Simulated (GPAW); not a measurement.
# Cu (I4/mmm) in GPAW: a series of runs, part 2 of 2

GPAW 26.7.0.

### Step 3. Fermi surface, r2SCAN

The input, run.py:

```python
import json
import numpy as np
from ase.dft.bandgap import bandgap
from ase.io import read, write
from ase.units import GPa
from gpaw import GPAW, PW

atoms = read('POSCAR')

calc = GPAW(mode=PW(600),
            xc='MGGA_X_R2SCAN+MGGA_C_R2SCAN',
            kpts={'size': (13, 13, 13), 'gamma': True},
            occupations={'name': 'fermi-dirac', 'width': 0.05},
            nbands=14,
            convergence={'density': 1e-05, 'energy': 1e-05},
            maxiter=150,
            txt='gpaw.txt')
atoms.calc = calc
energy = atoms.get_potential_energy()
forces = atoms.get_forces()
stress = atoms.get_stress()
calc.write('gs.gpw')
write('result.traj', atoms)
print(f'Energy: {energy:.6f} eV')
print('Forces (eV/A):')
print(forces.round(4))
print('Stress (GPa):', (stress / GPa).round(3))
print('Fermi level:', round(calc.get_fermi_level(), 4), 'eV')
print(f'Gap: {bandgap(calc)[0]:.4f} eV, direct: {bandgap(calc, direct=True)[0]:.4f} eV')

size = (20, 20, 20)
dense = calc.fixed_density(kpts={'size': size, 'gamma': True}, update_fermi_level=True,
                           convergence={'bands': 'CBM+2.0', 'eigenstates': 1e-7}, txt='dense.txt')
ef = dense.get_fermi_level()
index = np.round(dense.get_bz_k_points() * size).astype(int) % size
recip = 2 * np.pi * atoms.cell.reciprocal()
sheets = []
for s, e_kn in enumerate(dense.eigenvalues()):
    for n in range(e_kn.shape[1] - 2):
        if e_kn[:, n].min() < ef < e_kn[:, n].max():
            e = np.empty(size)
            e[tuple(index.T)] = e_kn[dense.get_bz_to_ibz_map(), n] - ef
            de = np.array([(np.roll(e, -1, c) - np.roll(e, 1, c)) * size[c] / 2 for c in range(3)])
            v = np.linalg.norm(np.einsum('vc,cxyz->vxyz', np.linalg.inv(recip), de), axis=0)
            w = np.exp(-(e / 0.1)**2) / (0.1 * np.pi**0.5)
            sheets.append({'spin': s, 'band': n, 'filled': (e < 0).mean(), 'dos': w.mean(), 'bottom': e.min(), 'top': e.max(),
                           'velocity': (w * v).sum() / w.sum() * 1.519267e5, 'slice': e[:, :, 0].round(3).tolist()})
            print(f'spin {s} band {n}: filled share {sheets[-1]["filled"]:.3f}, from {e.min():.3f} to {e.max():.3f} eV,',
                  f'{w.mean():.3f} states/eV, mean velocity {sheets[-1]["velocity"]:.3e} m/s')
print('Fermi level on the dense mesh:', round(ef, 4), 'eV,', len(sheets), 'sheets')
json.dump({'ef': ef, 'sheets': sheets}, open('fermi.json', 'w'))
```

The input, POSCAR:

```
Cu
1.0
   -1.4427933200      1.4427933200      1.3760814500
    1.4427933200     -1.4427933200      1.3760814500
    1.4427933200      1.4427933200     -1.3760814500
Cu
1
Direct
    0.0000000000      0.0000000000      0.0000000000
```

Potentials or basis: GPAW PAW data sets (gpaw-data 1.2.1), pw.

Command:

```
$ OMP_NUM_THREADS=1 python run.py
```

gpaw.txt:

```text
__  _  _
 | _ |_)|_||  |
 |__||  | ||/\| - 26.7.0

Input parameters:
  mode=PW(ecut=600.0),
  convergence={'density': 1e-05, 'energy': 1e-05},
  kpts=MonkhorstPack(size=(13, 13, 13), gamma=True),
  maxiter=150,
  nbands=14,
  occupations=Occupations(name='fermi-dirac', width=0.05),
  xc=XC(name='MGGA_X_R2SCAN+MGGA_C_R2SCAN')

Diagonalizing LCAO Hamiltonian
Converting LCAO to pw mode

       Cu

Atoms  # Å, Bohr magnetons
|   | symbol |        x |        y |        z |    initial magnetic moments |
|---|--------|----------|----------|----------|-----------------------------|
| 0 |     Cu | 0.000000 | 0.000000 | 0.000000 | ( 0.0000,  0.0000,  0.0000) |

Unit cell  # Å
| periodic |         x |         y |         z |  lengths |     angles |
|----------|-----------|-----------|-----------|----------|------------|
|      yes | -1.442793 |  1.442793 |  1.376081 | 2.461078 | 108.218096 |
|      yes |  1.442793 | -1.442793 |  1.376081 | 2.461078 | 108.218096 |
|      yes |  1.442793 |  1.442793 | -1.376081 | 2.461078 | 112.007635 |

Number of symmetries: 16
Symmetry operations  # r_c * U_cc + t_c -> r_c
|    | kind |            matrix            |
|----|------|------------------------------|
|  0 |  σ   |  1, 1, 1,  0, 0,-1,  0,-1, 0 |
|  1 |  C4  |  1, 1, 1,  0, 0,-1, -1, 0, 0 |
|  2 |  E   |  1, 0, 0,  0, 1, 0,  0, 0, 1 |
|  3 |  σ   |  1, 0, 0,  0, 1, 0, -1,-1,-1 |
|  4 |  σ   |  0, 1, 0,  1, 0, 0,  0, 0, 1 |
|  5 |  C2  |  0, 1, 0,  1, 0, 0, -1,-1,-1 |
|  6 |  C2  |  0, 0, 1, -1,-1,-1,  1, 0, 0 |
|  7 |  S4  |  0, 0, 1, -1,-1,-1,  0, 1, 0 |
[... 115 lines left out ...]

SCF iterations
|iter     | |      energy | eigst |  dens |
|---------|-|-------------|-------|-------|
|iter:   1| |  -10.484465 | -0.51 |       |
|iter:   2| |   -9.939533 | -1.47 | -0.92 |
|iter:   3| |   -9.782985 | -2.48 | -1.13 |
|iter:   4| |   -9.733699 | -2.32 | -1.35 |
|iter:   5| |   -9.741924 | -2.88 | -1.83 |
|iter:   6| |   -9.745268 | -2.62 | -2.13 |
|iter:   7| |   -9.743069 | -4.86 | -2.24 |
|iter:   8| |   -9.743000 | -5.49 | -2.76 |
|iter:   9| |   -9.742962c| -5.71 | -3.07 |
|iter:  10| |   -9.742963c| -6.96 | -3.72 |
|iter:  11| |   -9.742963c| -7.72c| -4.20 |
|iter:  12| |   -9.742963c| -8.26c| -5.09c|

Converged in 12 steps
Energy contributions relative to reference atoms: (reference = -45021.451841)

Energy contributions:
  Kinetic:          -1.598203
  Coulomb:           0.195149
  Zero:              0.040616
  External:          0.000000
  Xc:               -8.379318
  Entropy:          -0.002413
  Spinorbit:         0.000000
  ----------------------------
  Free energy:      -9.744169
  Extrapolated:     -9.742963

dipole moment: (-3.124174, -3.124174, -2.979718)  # |e|*Ang

Fermi level: 8.212
Eigenvalues  # (at kpt = [0.000, 0.000, 0.000])
| band index |      eig [eV] | occ [0-2] |
|------------|---------------|-----------|
|          0 |        -1.676 |     2.000 |
|          1 |         4.838 |     2.000 |
|          2 |         5.033 |     2.000 |
|          3 |         5.033 |     2.000 |
|          4 |         5.899 |     2.000 |
|          5 |         6.103 |     2.000 |
|          6 |        34.586 |     0.000 |
|          7 |        34.586 |     0.000 |
|          8 |        35.938 |     0.000 |
|          9 |        38.352 |     0.000 |
|         10 |        38.660 |     0.000 |
|         11 |        38.660 |     0.000 |
|         12 |        38.674 |     0.000 |
|         13 |        39.421 |     0.000 |

No gap
No difference between direct/indirect transitions

Forces  # eV/Ang
|        x |        y |       z |
|----------|----------|---------|
| -0.00000 | -0.00000 | 0.00000 |  # Cu   0

Stress tensor  # eV/Ang^3
|         x |         y |         z |
|-----------|-----------|-----------|
| -0.012727 |  0.000000 | -0.000000 |
|  0.000000 | -0.012727 |  0.000000 |
| -0.000000 |  0.000000 | -0.013643 |

# Writing to gs.gpw (mode='')
```

stdout:

```text
Energy: -9.742963 eV
Forces (eV/A):
[[-0. -0.  0.]]
Stress (GPa): [-2.039 -2.039 -2.186  0.    -0.     0.   ]
Fermi level: 8.2119 eV
Gap: 0.0000 eV, direct: 0.0000 eV
spin 0 band 5: filled share 0.501, from -2.307 to 8.307 eV, 0.225 states/eV, mean velocity 1.119e+06 m/s
Fermi level on the dense mesh: 8.2707 eV, 1 sheets
```

dense.txt:

```text
Diagonalizing LCAO Hamiltonian
Converting LCAO to pw mode
convergence criteria:
- Maximum integral of absolute [eigenst]ate change: 1e-07 eV^2 / valence electron
maximum number of iterations: 150

SCF iterations
|iter     | |      energy | eigst |  dens |
|---------|-|-------------|-------|-------|
|iter:   1| |             | -0.79 |       |
|iter:   2| |             | -3.42 |       |
|iter:   3| |             | -4.85 |       |
|iter:   4| |             | -7.12c|       |
SCF steps: 4
  __  _  _
 | _ |_)|_||  |
 |__||  | ||/\| - 26.7.0

Input parameters:
  mode=PW(ecut=600.0),
  convergence={'bands': 'CBM+2.0', 'eigenstates': 1e-07},
  gpts=array([14, 14, 14]),
  kpts=MonkhorstPack(size=(20, 20, 20), gamma=True),
  maxiter=150,
  nbands=14,
  occupations=Occupations(name='fermi-dirac', width=0.05),
  xc=XC(name='MGGA_X_R2SCAN+MGGA_C_R2SCAN')
```

It took 1.8 min on 1 thread of Arm Neoverse V2, shared host; peak memory 0.33 GiB.

What came out:

* Free energy: -9.7442 eV
* Pressure: 2.1 GPa
* Band gap on the k mesh: none (metal or under the smearing width)

Stress tensor (GPa, compression positive):
```
2.04 0.00 0.00
0.00 2.04 0.00
0.00 0.00 2.19
```

Caveat: with this Cu data set, volumes or pressures lay over 1.5 % or 2 GPa off other programs in two to four cells of ten; the PAW data sets were made with another functional, which shifts forces and pressure a little.

### Step 4. Fermi surface, r2SCAN

Changes to run.py since step 3:

```diff
@@ -2,2 +2,4 @@
 import numpy as np
+import spglib
+from ase import Atoms
 from ase.dft.bandgap import bandgap
@@ -7,3 +9,6 @@
 
-atoms = read('POSCAR')
+atoms = read('Cu.cif')
+cell, positions, numbers = spglib.find_primitive(
+    (atoms.cell[:], atoms.get_scaled_positions(), atoms.numbers), symprec=1e-4)
+atoms = Atoms(numbers, cell=cell, scaled_positions=positions, pbc=True)
```

The input, Cu.cif:

```cif
data_Cu
_cell_length_a 2.88558664
_cell_length_b 2.88558664
_cell_length_c 2.75216290
_cell_angle_alpha 90.00000000
_cell_angle_beta 90.00000000
_cell_angle_gamma 90.00000000
_space_group_name_H-M_alt 'I4/mmm'
_space_group_name_Hall '-I 4 2'
_space_group_IT_number 139
loop_
_space_group_symop_operation_xyz
'x,y,z'
'-x,-y,-z'
'-y,x,z'
'y,-x,-z'
'-x,-y,z'
'x,y,-z'
'y,-x,z'
'-y,x,-z'
'x,-y,-z'
'-x,y,z'
'-y,-x,-z'
'y,x,z'
'-x,y,-z'
'x,-y,z'
'y,x,-z'
'-y,-x,z'
'x+1/2,y+1/2,z+1/2'
'-x+1/2,-y+1/2,-z+1/2'
'-y+1/2,x+1/2,z+1/2'
'y+1/2,-x+1/2,-z+1/2'
'-x+1/2,-y+1/2,z+1/2'
'x+1/2,y+1/2,-z+1/2'
'y+1/2,-x+1/2,z+1/2'
'-y+1/2,x+1/2,-z+1/2'
'x+1/2,-y+1/2,-z+1/2'
'-x+1/2,y+1/2,z+1/2'
'-y+1/2,-x+1/2,-z+1/2'
'y+1/2,x+1/2,z+1/2'
'-x+1/2,y+1/2,-z+1/2'
'x+1/2,-y+1/2,z+1/2'
'y+1/2,x+1/2,-z+1/2'
'-y+1/2,-x+1/2,z+1/2'
loop_
_atom_site_label
_atom_site_type_symbol
_atom_site_symmetry_multiplicity
_atom_site_Wyckoff_symbol
_atom_site_fract_x
_atom_site_fract_y
_atom_site_fract_z
_atom_site_occupancy
Cu1 Cu 2 a 0.0000000000 0.0000000000 0.0000000000 1
```

Potentials or basis: GPAW PAW data sets (gpaw-data 1.2.1), pw.

Command:

```
$ OMP_NUM_THREADS=1 python run.py
```

gpaw.txt:

```text
__  _  _
 | _ |_)|_||  |
 |__||  | ||/\| - 26.7.0

Input parameters:
  mode=PW(ecut=600.0),
  convergence={'density': 1e-05, 'energy': 1e-05},
  kpts=MonkhorstPack(size=(13, 13, 13), gamma=True),
  maxiter=150,
  nbands=14,
  occupations=Occupations(name='fermi-dirac', width=0.05),
  xc=XC(name='MGGA_X_R2SCAN+MGGA_C_R2SCAN')

Diagonalizing LCAO Hamiltonian
Converting LCAO to pw mode

       Cu

Atoms  # Å, Bohr magnetons
|   | symbol |        x |        y |        z |    initial magnetic moments |
|---|--------|----------|----------|----------|-----------------------------|
| 0 |     Cu | 0.000000 | 0.000000 | 0.000000 | ( 0.0000,  0.0000,  0.0000) |

Unit cell  # Å
| periodic |         x |         y |         z |  lengths |     angles |
|----------|-----------|-----------|-----------|----------|------------|
|      yes | -1.442793 |  1.442793 |  1.376081 | 2.461078 | 108.218096 |
|      yes |  1.442793 | -1.442793 |  1.376081 | 2.461078 | 108.218096 |
|      yes |  1.442793 |  1.442793 | -1.376081 | 2.461078 | 112.007635 |

Number of symmetries: 16
[... 145 lines left out ...]

Energy contributions:
  Kinetic:          -1.598203
  Coulomb:           0.195149
  Zero:              0.040616
  External:          0.000000
  Xc:               -8.379318
  Entropy:          -0.002413
  Spinorbit:         0.000000
  ----------------------------
  Free energy:      -9.744169
  Extrapolated:     -9.742963

dipole moment: (-3.124174, -3.124174, -2.979718)  # |e|*Ang

Fermi level: 8.212
Eigenvalues  # (at kpt = [0.000, 0.000, 0.000])
| band index |      eig [eV] | occ [0-2] |
|------------|---------------|-----------|
|          0 |        -1.676 |     2.000 |
|          1 |         4.838 |     2.000 |
|          2 |         5.033 |     2.000 |
|          3 |         5.033 |     2.000 |
|          4 |         5.899 |     2.000 |
|          5 |         6.103 |     2.000 |
|          6 |        34.586 |     0.000 |
|          7 |        34.586 |     0.000 |
|          8 |        35.938 |     0.000 |
|          9 |        38.352 |     0.000 |
|         10 |        38.660 |     0.000 |
|         11 |        38.660 |     0.000 |
|         12 |        38.674 |     0.000 |
|         13 |        39.421 |     0.000 |

No gap
No difference between direct/indirect transitions

Forces  # eV/Ang
|       x |       y |       z |
|---------|---------|---------|
| 0.00000 | 0.00000 | 0.00000 |  # Cu   0

Stress tensor  # eV/Ang^3
|         x |         y |         z |
|-----------|-----------|-----------|
| -0.012727 |  0.000000 |  0.000000 |
|  0.000000 | -0.012727 | -0.000000 |
|  0.000000 | -0.000000 | -0.013643 |

# Writing to gs.gpw (mode='')
```

stdout:

```text
Energy: -9.742963 eV
Forces (eV/A):
[[0. 0. 0.]]
Stress (GPa): [-2.039 -2.039 -2.186 -0.     0.     0.   ]
Fermi level: 8.2119 eV
Gap: 0.0000 eV, direct: 0.0000 eV
spin 0 band 5: filled share 0.501, from -2.307 to 8.307 eV, 0.225 states/eV, mean velocity 1.119e+06 m/s
Fermi level on the dense mesh: 8.2707 eV, 1 sheets
```

Run time: 1.8 min. Hardware: 1 thread of Arm Neoverse V2, shared host; peak memory 0.34 GiB.

Results:

| Property | Result |
| --- | --- |
| Free energy | -9.7442 eV |
| Pressure | 2.1 GPa |
| Band gap on the k mesh | none (metal or under the smearing width) |

Caveat: with this Cu data set, volumes or pressures lay over 1.5 % or 2 GPa off other programs in two to four cells of ten; the PAW data sets were made with another functional, which shifts forces and pressure a little.
